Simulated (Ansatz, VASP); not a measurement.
# Si: VASP beside Ansatz, part 2 of 2

One calculation is typed for both programs; each brings its own data sets. How far apart do they land? Of the first pair: The cell is taken from a series of runs on this material, whose earlier steps may have relaxed, scaled, displaced or heated it; both programs get it as it stands.

VASP 6.6.1 and Ansatz 0.2.0.

So far: The starting structure; VASP: relaxation of cell and atoms, PBEsol; Ansatz: relaxation of cell and atoms, PBEsol; Comparison; Ansatz: relaxation, PBEsol.

## 6. VASP: single point, PBEsol, pair 2

Level of this step: PBEsol; plane waves and PAW (Si) (VASP).

The same cell, functional, mesh and smearing now go to VASP, with its own data sets.

The input, INCAR:

```
SYSTEM = Si
PREC = Accurate
ENCUT = 500
EDIFF = 1E-06
NELM = 120
ISMEAR = -1
SIGMA = 0.02
LREAL = .FALSE.
ALGO = Normal
GGA = PS
NBANDS = 10
LORBIT = 11
LWAVE = .FALSE.
LCHARG = .FALSE.
ISIF = 2
LASPH = .TRUE.
GGA_COMPAT = .FALSE.
EFERMI = MIDGAP
```

The input, POSCAR:

```
Si
1.0
    0.0000000000      2.6735440377      2.6735440377
    2.6735440377      0.0000000000      2.6735440377
    2.6735440377      2.6735440377      0.0000000000
Si
2
Direct
    0.5000000000      0.5000000000      0.5000000000
    0.7500000000      0.7500000000      0.7500000000
```

The input, KPOINTS:

```
Automatic mesh
0
Gamma
9 9 9
0 0 0
```

PAW data sets: Si (PBE family, release 64).

Command:

```sh
> mpirun -np 1 vasp_std
```

Numbers of over 12 decimals in the logs are rounded to 6 here.

Log:

```text
[banner, memory and clock lines left out]
running    1 mpi-ranks, on    1 nodes
[...]
[... a notice as in an earlier step ...]

 LDA part: xc-table for (Slater+PW92), standard interpolation
 POSCAR, INCAR and KPOINTS ok, starting setup
[...]
entering main loop
       N       E                     dE             d eps       ncg     rms          rms(c)
DAV:   1     0.715980694110E+01    0.71598E+01   -0.33130E+03   700   0.636E+02
DAV:   2    -0.112141633060E+02   -0.18374E+02   -0.17750E+02   986   0.867E+01
DAV:   3    -0.117115668725E+02   -0.49740E+00   -0.49659E+00   844   0.133E+01
DAV:   4    -0.117153633163E+02   -0.37964E-02   -0.37958E-02   920   0.145E+00
[...]
DAV:   9    -0.114618663595E+02   -0.51689E-04   -0.93159E-05   926   0.687E-02    0.570E-02
DAV:  10    -0.114618765961E+02   -0.10237E-04   -0.12855E-05   808   0.205E-02    0.942E-03
DAV:  11    -0.114618763209E+02    0.27520E-06   -0.45958E-07   532   0.389E-03
   1 F= -.11461876E+02 E0= -.11461876E+02  d E =-.410950E-06
```

From OUTCAR (step 6):

```text
  Total        1.2258545      1.2258545      1.2258545      0.0000000      0.0000000     -0.0000000
  in kB       51.3874987     51.3874987     51.3874987      0.0000000      0.0000000     -0.0000000
  external PRESSURE =      51.3874987 kB  Pullay stress =       0.0000000 kB

 POSITION                                       TOTAL-FORCE (eV/Angst)
 -----------------------------------------------------------------------------------
      2.67354      2.67354      2.67354         0.000000      0.000000      0.000000
      4.01032      4.01032      4.01032        -0.000000     -0.000000     -0.000000
 -----------------------------------------------------------------------------------
    total drift:                                0.000000      0.000000     -0.000000

  FREE ENERGIE OF THE ION-ELECTRON SYSTEM (eV)
  ---------------------------------------------------
  free  energy   TOTEN  =       -11.4618763209 eV

  energy  without entropy=      -11.4618759099  energy(sigma->0) =      -11.46187612

[... 1 part as in an earlier step ...]

[... 2 further parts left out ...]
[key lines of the parts left out:]
E-fermi :   6.4528
```

The run ends at a pressure of 5.14 GPa.

## 7. Differences

What differs besides the data sets and the points named for the pairs above, as far as they apply: Ansatz's pressure holds a Pulay correction, VASP's none. Total energies have different zeros and are not compared.

Compared:

| quantity | Ansatz | VASP | difference |
| --- | --- | --- | --- |
| pressure (GPa) | 5.00 | 5.14 | -0.14 |
| gap on the k mesh (eV) | 0.382 | 0.375 | +0.007 |

A gap on the mesh is an upper bound, since the band edges may lie between its points.

## 8. Ansatz: relaxation, PBEsol

This run makes the geometry at which the two programs are then compared. The cell compared in this pair holds 35.45 Å³, against 38.22 Å³ for the pair before.

The structure compared here is the end of the Ansatz relaxation.

The input, input.yaml:

```yaml
crystal:
  lattice:
    - [0.0, 2.7167104157, 2.7167104157]
    - [2.7167104157, 0.0, 2.7167104157]
    - [2.7167104157, 2.7167104157, 0.0]
  atoms:
    - { symbol: Si, position: [0.5, 0.5, 0.5] }
    - { symbol: Si, position: [0.75, 0.75, 0.75] }
kpoints:
  mp_grid: { grid: [9, 9, 9] }
scf:
  occupations: { method: fermi_dirac, width: 0.02 }
hamiltonian:
  xc: pbesol
  pseudopotentials: { kind: paw, azcp: { folder: soft_1 }, xc_functional: pbe }
basis:
  ecutwfc: 600
output:
  forces: true
  stress: true
relax:
  f_tol: 0.005
  max_steps: 70
  cell: { stress_tol: 0.02, p_target: 15 }
```

Command:

```sh
> ansatz run input.yaml --threads 4 --pin off --max-ram 10240MiB --backend cpu --events-out ev --progress --plain --runs-dir out
```

Log:

```text
[...]
Crystal: 2 atoms, lattice volume = 40.101 Å³
Basis set: ecut = 600 eV, 1363 PW (Γ), exchange–correlation on 64×64×64 points (8 copies of the dense FFT grid, shifted against one another)
Bands: 8, of which v1, the nominal top of the filled ones, is band 4 counted from 1 (3 counted from 0)
Symmetry: 48 space group operations
[...]
k-points: 35 of 729
[...]
-0.000000      14.999364       0.000000
       -0.000000       0.000000      14.999364
  P = ⅓ Tr σ = 14.9994 GPa (149.994 kbar)
--- Relaxed structure (4 steps of the walk, 4 accepted, 1 SCFs on fresh bases) ---
[...]
cell:  # Å, volume = 35.4470 Å³
    - [0, 2.607254, 2.607254]
    - [2.607254, 0, 2.607254]
    - [2.607254, 2.607254, 0]
  atoms:
    - { symbol: Si, position: [0.5, 0.5, 0.5] }
    - { symbol: Si, position: [0.75, 0.75, 0.75] }
[key lines of the parts left out:]
SCF converged after 4 iterations
Free energy (F): -1242.791483 eV
Fermi energy:    7.631177 eV
```

## 9. VASP: single point, PBEsol, pair 3

The same cell, functional, mesh and smearing now go to VASP, with its own data sets.

INCAR is that of step 6.

The input, POSCAR:

```
Si
1.0
    0.0000000000      2.6072538131      2.6072538131
    2.6072538131      0.0000000000      2.6072538131
    2.6072538131      2.6072538131      0.0000000000
Si
2
Direct
    0.5000000000      0.5000000000      0.5000000000
    0.7500000000      0.7500000000      0.7500000000
```

KPOINTS is that of step 6.

Command:

```sh
> mpirun -np 1 vasp_std
```

Log:

```text
[... set-up lines as in an earlier step ...]
 entering main loop
       N       E                     dE             d eps       ncg     rms          rms(c)
DAV:   1     0.607873725349E+01    0.60787E+01   -0.34180E+03   708   0.641E+02
DAV:   2    -0.111317841937E+02   -0.17211E+02   -0.16677E+02   964   0.883E+01
DAV:   3    -0.115961125734E+02   -0.46433E+00   -0.46360E+00   872   0.129E+01
DAV:   4    -0.115993275284E+02   -0.32150E-02   -0.32144E-02   880   0.132E+00
[...]
DAV:   9    -0.112912848911E+02   -0.41675E-04   -0.10399E-04   896   0.723E-02    0.623E-02
DAV:  10    -0.112912931955E+02   -0.83044E-05   -0.16319E-05   788   0.225E-02    0.138E-02
DAV:  11    -0.112912928561E+02    0.33942E-06   -0.48669E-07   484   0.418E-03
   1 F= -.11291293E+02 E0= -.11291286E+02  d E =-.143842E-04
```

Parts of OUTCAR (step 9):

```text
  Total        3.3557721      3.3557721      3.3557721     -0.0000000     -0.0000000      0.0000000
  in kB      151.6781831    151.6781831    151.6781831     -0.0000000     -0.0000000      0.0000000
  external PRESSURE =     151.6781831 kB  Pullay stress =       0.0000000 kB

 POSITION                                       TOTAL-FORCE (eV/Angst)
 -----------------------------------------------------------------------------------
      2.60725      2.60725      2.60725        -0.000000     -0.000000     -0.000000
      3.91088      3.91088      3.91088         0.000000      0.000000      0.000000
 -----------------------------------------------------------------------------------
    total drift:                                0.000000      0.000000     -0.000000

  FREE ENERGIE OF THE ION-ELECTRON SYSTEM (eV)
  ---------------------------------------------------
  free  energy   TOTEN  =       -11.2912928561 eV

  energy  without entropy=      -11.2912784719  energy(sigma->0) =      -11.29128566

[... 1 part as in an earlier step ...]

[... 2 further parts left out ...]
[key lines of the parts left out:]
E-fermi :   7.1956
```

The run ends at a pressure of 15.17 GPa.

## 10. Comparison

The two programs side by side:

| quantity | Ansatz | VASP | difference |
| --- | --- | --- | --- |
| pressure (GPa) | 15.00 | 15.17 | -0.17 |
| gap on the k mesh (eV) | 0.220 | 0.213 | +0.008 |

A gap on the mesh is an upper bound, since the band edges may lie between its points.

## 11. Summary of results

```json
{
  "difference in volume (relaxation of cell and atoms, PBEsol)": "-0.12 %",
  "difference in gap on the k mesh (single point, PBEsol, pair 2)": "0.0068 eV",
  "difference in gap on the k mesh (single point, PBEsol, pair 3)": "0.0077 eV"
}
```

In words: The difference in volume is -0.12 % (relaxation of cell and atoms, PBEsol), within the 1.2 % picked in this series as the mark of a large difference, as far as the stopping tolerances let one tell. 4 further runs of this series are not shown here. How closely two codes agree says nothing of how well the functional describes the real material.

[Lines on the potential files, build, host, timing and source positions are cut from VASP's logs without a mark.]

[Logs are printed without paths, hosts, clocks, repeated set-up lines and the standing remarks that a program may print on its own settings, such as how far it seeks lower states.]

[Hosts, paths, dates, database ids (printed as entryN), source tags and the programs' standing remarks are cut or masked in the printed files.]
